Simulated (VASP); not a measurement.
# Sc: nudged elastic band

Sc, defect, 15 atoms in the cell. PBE, nudged elastic band; PAW potentials Sc_sv (PBE set).

Path: a Sc atom hops into a neighbouring Sc vacancy; Moving images: 3.

## Input

INCAR.step1:
```
SYSTEM = Sc
PREC = Normal ; ENCUT = 250
EDIFF = 1E-6 ; ISMEAR = 1
SIGMA = 0.1 ; LREAL = .False.
LASPH = .True. ; NELM = 100
ALGO = Normal ; LWAVE = .False.
LCHARG = .False. ; IBRION = 2
NSW = 100 ; ISIF = 2
EDIFFG = -0.02 ; POTIM = 0.5
KPAR = 6
```

INCAR.step3, as INCAR.step1 but for:
```
- IBRION = 2
- ISIF = 2
- EDIFFG = -0.02
- POTIM = 0.5
- KPAR = 6
+ IBRION = 1
+ POTIM = 0.3
+ EDIFFG = -0.05
+ SPRING = -5
+ IMAGES = 3
+ KPAR = 2
```

KPOINTS:
```
k-points
0
Gamma
  4 4 2
```

00/POSCAR:
```
Sc
1.0
    6.6180000000      0.0000000000      0.0000000000
   -3.3090000000      5.7313561222      0.0000000000
    0.0000000000      0.0000000000     10.5466000000
Sc
15
Direct
    0.3333333334      0.1666666666      0.8750000000
    0.3396903560      0.6698451779      0.3750000000
    0.3310230852      0.6655115425      0.8750000000
    0.8301548221      0.1603096440      0.3750000000
    0.8344884575      0.1689769148      0.8750000000
    0.8301548220      0.6698451779      0.3750000000
    0.8344884574      0.6655115425      0.8750000000
    0.1659774103      0.3340225897      0.1243200856
    0.1659774103      0.3340225897      0.6256799144
    0.1659774103      0.8319548207      0.1243200856
    0.1659774103      0.8319548207      0.6256799144
    0.6680451793      0.3340225897      0.1243200856
    0.6680451793      0.3340225897      0.6256799144
    0.6666666666      0.8333333333      0.1256701293
    0.6666666666      0.8333333333      0.6243298707
```

01/POSCAR:
```
Sc
1.0
    6.6180000000      0.0000000000      0.0000000000
   -3.3090000000      5.7313561222      0.0000000000
    0.0000000000      0.0000000000     10.5466000000
Sc
15
Direct
    0.3307280143      0.1692719857      0.8706628451
    0.3354957812      0.6721732451      0.3710038215
    0.3289953281      0.6689230186      0.8706628451
    0.8278267549      0.1645042188      0.3710038215
    0.8310769814      0.1710046719      0.8706628451
    0.8281716720      0.6718283279      0.3706656209
    0.8314218986      0.6685781013      0.8710010457
    0.2052110720      0.2947889281      0.1829938857
    0.1633719466      0.3366280534      0.6213432691
    0.1617832459      0.8342828763      0.1203233975
    0.1639490987      0.8353658027      0.6213432691
    0.6657171237      0.3382167541      0.1203233975
    0.6646341973      0.3360509013      0.6213432691
    0.6646832392      0.8353167607      0.1213359303
    0.6636003128      0.8363996871      0.6203307364
```

02/POSCAR:
```
Sc
1.0
    6.6180000000      0.0000000000      0.0000000000
   -3.3090000000      5.7313561222      0.0000000000
    0.0000000000      0.0000000000     10.5466000000
Sc
15
Direct
    0.3281226951      0.1718773049      0.8663256902
    0.3313012064      0.6745013124      0.3670076431
    0.3269675710      0.6723344947      0.8663256902
    0.8254986876      0.1686987936      0.3670076431
    0.8276655053      0.1730324290      0.8663256902
    0.8261885221      0.6738114778      0.3663312419
    0.8283553398      0.6716446601      0.8670020915
    0.2444447336      0.2555552665      0.2416676859
    0.1607664829      0.3392335171      0.6170066239
    0.1575890814      0.8366109318      0.1163267095
    0.1619207870      0.8387767846      0.6170066239
    0.6633890682      0.3424109186      0.1163267095
    0.6612232154      0.3380792130      0.6170066239
    0.6626998118      0.8373001881      0.1170017313
    0.6605339590      0.8394660409      0.6163316020
```

03/POSCAR:
```
Sc
1.0
    6.6180000000      0.0000000000      0.0000000000
   -3.3090000000      5.7313561222      0.0000000000
    0.0000000000      0.0000000000     10.5466000000
Sc
15
Direct
    0.3255173760      0.1744826240      0.8619885354
    0.3271066316      0.6768293796      0.3630114646
    0.3249398139      0.6757459708      0.8619885354
    0.8231706204      0.1728933684      0.3630114646
    0.8242540292      0.1750601861      0.8619885354
    0.8242053721      0.6757946278      0.3619968628
    0.8252887810      0.6747112189      0.8630031372
    0.2836783952      0.2163216049      0.3003414860
    0.1581610192      0.3418389808      0.6126699786
    0.1533949170      0.8389389874      0.1123300214
    0.1598924753      0.8421877666      0.6126699786
    0.6610610126      0.3466050830      0.1123300214
    0.6578122334      0.3401075247      0.6126699786
    0.6607163844      0.8392836155      0.1126675323
    0.6574676052      0.8425323947      0.6123324677
```

04/POSCAR:
```
Sc
1.0
    6.6180000000      0.0000000000      0.0000000000
   -3.3090000000      5.7313561222      0.0000000000
    0.0000000000      0.0000000000     10.5466000000
Sc
15
Direct
    0.3229120568      0.1770879431      0.8576513805
    0.3229120568      0.6791574468      0.3590152862
    0.3229120568      0.6791574468      0.8576513805
    0.8208425532      0.1770879431      0.3590152862
    0.8208425532      0.1770879431      0.8576513805
    0.8222222222      0.6777777777      0.3576624838
    0.8222222222      0.6777777777      0.8590041829
    0.3229120568      0.1770879432      0.3590152862
    0.1555555555      0.3444444445      0.6083333333
    0.1492007525      0.8412670429      0.1083333333
    0.1578641637      0.8455987485      0.6083333333
    0.6587329571      0.3507992475      0.1083333333
    0.6544012515      0.3421358363      0.6083333333
    0.6587329570      0.8412670429      0.1083333333
    0.6544012514      0.8455987485      0.6083333333
```

POSCAR.step1:
```
Sc
1.0
    6.6180000000      0.0000000000      0.0000000000
   -3.3090000000      5.7313561222      0.0000000000
    0.0000000000      0.0000000000     10.5466000000
Sc
15
Direct
    0.3333333334      0.1666666666      0.8750000000
    0.3333333334      0.6666666666      0.3750000000
    0.3333333334      0.6666666666      0.8750000000
    0.8333333334      0.1666666666      0.3750000000
    0.8333333334      0.1666666666      0.8750000000
    0.8333333333      0.6666666666      0.3750000000
    0.8333333333      0.6666666666      0.8750000000
    0.1666666666      0.3333333334      0.1250000000
    0.1666666666      0.3333333334      0.6250000000
    0.1666666666      0.8333333333      0.1250000000
    0.1666666666      0.8333333333      0.6250000000
    0.6666666667      0.3333333334      0.1250000000
    0.6666666667      0.3333333334      0.6250000000
    0.6666666666      0.8333333333      0.1250000000
    0.6666666666      0.8333333333      0.6250000000
```

POSCAR.step2:
```
Sc
1.0
    6.6180000000      0.0000000000      0.0000000000
   -3.3090000000      5.7313561222      0.0000000000
    0.0000000000      0.0000000000     10.5466000000
Sc
15
Direct
    0.3333333334      0.1666666666      0.8750000000
    0.3333333334      0.6666666666      0.3750000000
    0.3333333334      0.6666666666      0.8750000000
    0.8333333334      0.1666666666      0.3750000000
    0.8333333334      0.1666666666      0.8750000000
    0.8333333333      0.6666666666      0.3750000000
    0.8333333333      0.6666666666      0.8750000000
    0.3333333334      0.1666666667      0.3750000000
    0.1666666666      0.3333333334      0.6250000000
    0.1666666666      0.8333333333      0.1250000000
    0.1666666666      0.8333333333      0.6250000000
    0.6666666667      0.3333333334      0.1250000000
    0.6666666667      0.3333333334      0.6250000000
    0.6666666666      0.8333333333      0.1250000000
    0.6666666666      0.8333333333      0.6250000000
```

Commands (each step's output is kept before the next begins):
```
cat potpaw_PBE.64/Sc_sv/POTCAR > POTCAR
cp INCAR.step1 INCAR
cp POSCAR.step1 POSCAR
mpirun -np 6 vasp_std > vasp.out
cp POSCAR.step2 POSCAR
mpirun -np 6 vasp_std > vasp.out
# 00 and 04 hold the relaxed ends; the images between are interpolated (pair-distance (IDPP))
cp INCAR.step3 INCAR
mpirun -np 6 vasp_std > vasp.out
```

## Result

- Barrier (eV): 0.459
- Barrier of the reverse step (eV): 0.459
- Energy of the second end over the first (eV): 0.000
- Top of the path (share of its length): 0.50
- Length of the path (Å): 3.72
- Steps of the band: 11
- Ionic steps, all stages: 19
- Electronic steps, all stages: 446

Energy along the relaxed band:

| Image | Distance along the path (Å) | Energy above the first end (eV) | Slope along the path (eV/Å) | Largest force across the path (eV/Å) |
|---|---|---|---|---|
| 0 | 0.000 | 0.000 | relaxed end |  |
| 1 | 0.927 | 0.222 | 0.370 | 0.042 |
| 2 | 1.858 | 0.459 | 0.000 | 0.025 |
| 3 | 2.789 | 0.222 | -0.372 | 0.046 |
| 4 | 3.716 | 0.000 | relaxed end |  |

The cell is Sc (16 atoms) with one Sc atom missing.

The two ends have the same energy within 0.01 eV.

Limits: the cell holds 15 atoms, so the vacancy or interstitial meets its own images and the barrier isn't that of a lone defect; the atom stays on the straight, symmetric line between the sites, so the barrier is an upper bound: a way around it wasn't tried.

VASP 6.6.1 took 1349 s on 6 cores (Intel Xeon Platinum 8259CL @ 2.50GHz (Skylake/Cascade Lake)), a shared host.
